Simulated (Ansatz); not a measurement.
## Sm: single point with PBE

The system is Sm.

```xyz
1
Lattice="-1.8173 1.8173 2.5610 1.8173 -1.8173 2.5610 1.8173 1.8173 -2.5610" Properties=species:S:1:pos:R:3 pbc="T T T"
Sm    0.0000    0.0000    0.0000
```

This isn't the form of Sm at room conditions, which is rhombohedral.

```
Program             : Ansatz 0.2.0
Task                : single point
Functional          : PBE
Potentials or basis : Ansatz PAW
Cutoff              : 420 eV (not typed: the program's choice for these potentials)
k mesh              : 10 × 10 × 10
Occupations         : fermi-dirac, width 0.05 eV
Spin                : collinear spin, ferromagnetic start
Starting moments    : [6.5] μB
```

| Property | Result |
| --- | --- |
| Pressure | 2.9 GPa |
| Band gap on the k mesh | none (metal or under the smearing width) |
| Net moment | 6.57 μB per cell |
| Absolute moment | 6.57 μB per cell |
| Site moments | Sm +6.13 μB |

Levels at points of the mesh, in eV from the Fermi level:
Spin up:
```
              k point  band 8  band 9  band 10  band 11  band 12  band 13  band 14  band 15  band 16
   (0.00, 0.00, 0.00)   -0.23   -0.23    -0.23    -0.23    -0.23     1.80     1.80     1.83     4.28
  (0.00, 0.00, -0.50)   -0.45   -0.45    -0.18    -0.05    -0.05     0.10     3.16     6.23     6.70
  (0.00, -0.50, 0.00)   -0.39   -0.23    -0.03    -0.03    -0.03     1.60     1.61     1.64     6.15
(-0.50, -0.50, -0.50)   -0.45   -0.45    -0.18    -0.05    -0.05     0.10     3.20     6.22     6.72
```
Spin down:
```
              k point  band 1  band 2  band 3  band 4  band 5  band 6  band 7  band 8  band 9  band 10
   (0.00, 0.00, 0.00)  -37.33  -16.97  -16.97  -16.97   -3.25    2.86    3.09    3.09    3.12     3.43
  (0.00, 0.00, -0.50)  -37.17  -18.02  -17.37  -17.36   -1.03    0.10    3.37    3.54    3.62     3.62
  (0.00, -0.50, 0.00)  -37.21  -18.10  -17.12  -17.11   -0.79    2.47    2.78    2.82    3.11     3.60
(-0.50, -0.50, -0.50)  -37.17  -18.02  -17.37  -17.37   -1.03    0.09    3.37    3.54    3.62     3.62
```

Wall time 10 s on 2 threads of Arm Neoverse V2 (shared host), peak memory 0.37 GiB.

Caveat: the magnetic or orbital state may not be the lowest; spin-orbit coupling is left out, which moves the levels of the heavy elements. The state reached can hang on the start; a lower one may exist.
